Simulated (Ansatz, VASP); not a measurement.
**Two plane-wave programs on Rb**

```xyz
1
Lattice="-2.9545 2.9545 2.7308 2.9545 -2.9545 2.7308 2.9545 2.9545 -2.7308" Properties=species:S:1:pos:R:3 pbc="T T T"
Rb    0.0000    0.0000    0.0000
```

This isn't the form of Rb at room conditions, which is bcc.

Alike in both runs: task relaxation of cell and atoms; functional PBE; k mesh 10 × 10 × 10; occupations gaussian, width 0.1 eV; no spin polarisation.

```csv
,VASP,Ansatz
version,VASP 6.6.1,Ansatz 0.2.0
potentials or method,"VASP PAW PBE potentials, release 64 (Rb_sv)","scalar-relativistic, plane waves, PAW"
plane-wave cutoff (eV),600,420
valence electrons in the cell,9,9
```

|  | VASP | Ansatz | Ansatz less VASP |
| --- | --- | --- | --- |
| gap on the k mesh at the Fermi level, each at its own relaxed structure (eV) | none | none | - |
| relaxed volume (Å³/atom) | 91.24 | 91.03 | -0.215 |
| relaxed cell length with the largest relative difference (Å) | 4.917 | 4.914 | -0.0029 |
| energy change over the relaxation (meV/atom) | -2 | -1 | 0.0 |

A gap of «none» marks a metal or a gap that the smearing closes.
